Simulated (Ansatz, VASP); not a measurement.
## Mg: VASP beside Ansatz

File INCAR:

```
SYSTEM = Mg
  PREC = Accurate
  ENCUT = 520
  EDIFF = 1E-8
  ISMEAR = -1
  SIGMA = 0.05
  LREAL = .FALSE.
  LASPH = .TRUE.
  NELM = 100
  ALGO = Normal
  ISIF = 2
  LWAVE = .FALSE.
  LCHARG = .FALSE.
  LEFG = .TRUE.
  NBANDS = 9
```

Contents of KPOINTS:

```
Automatic mesh
0
G
  12 12 7
  0 0 0
```

POSCAR

```
Mg
1.0
    3.2199336425      0.0000000000      0.0000000000
   -1.6099668212      2.7885443329      0.0000000000
    0.0000000000      0.0000000000      5.2276401936
Mg
2
Direct
    0.3333333333      0.6666666667      0.2500000000
    0.6666666667      0.3333333333      0.7500000000
```

Input for Ansatz:

```yaml
crystal:
  lattice:
    - [3.2199336425, 0.0, 0.0]
    - [-1.6099668212, 2.7885443329, 0.0]
    - [0.0, 0.0, 5.2276401936]
  atoms:
    - { symbol: Mg, position: [0.3333333333, 0.6666666667, 0.25] }
    - { symbol: Mg, position: [0.6666666667, 0.3333333333, 0.75] }
kpoints:
  mp_grid: { grid: [12, 12, 7] }
scf:
  occupations: { method: fermi_dirac, width: 0.05 }
hamiltonian:
  xc: lda
  pseudopotentials: { kind: all_electron, datasets: crystal }
output:
  forces: true
  stress: true
  eigenvalues: true
  efg: { contact_densities: true }
```

Change from the starting cell: volume scaled by 1.01, crystal datasets.

Alike in both runs: task electric field gradients; functional LDA; k mesh 12 × 12 × 7; occupations fermi-dirac, width 0.05 eV; no spin polarisation.

```csv
,VASP,Ansatz
version,VASP 6.6.1,Ansatz 0.2.0
potentials or method,"VASP PAW LDA potentials, release 64 (Mg)","all-electron PAW with datasets made for the crystal, scalar-relativistic"
plane-wave cutoff (eV),520,see its input
```

Ansatz gave:

```
pressure (GPa)                                                 : -2.8
largest component of the traceless stress (GPa)                : 0.58
Vzz of the field gradient on the site that differs most (V/Å²) : 1.4
```

Q: Estimate VASP's values.

A: Pressure (GPa): -3.1; largest component of the traceless stress (GPa): 0.58; Vzz of the field gradient on the site that differs most (V/Å²): 1.3.

Ansatz ran all-electron here, so the differences hold the error of VASP's frozen core and of both bases.
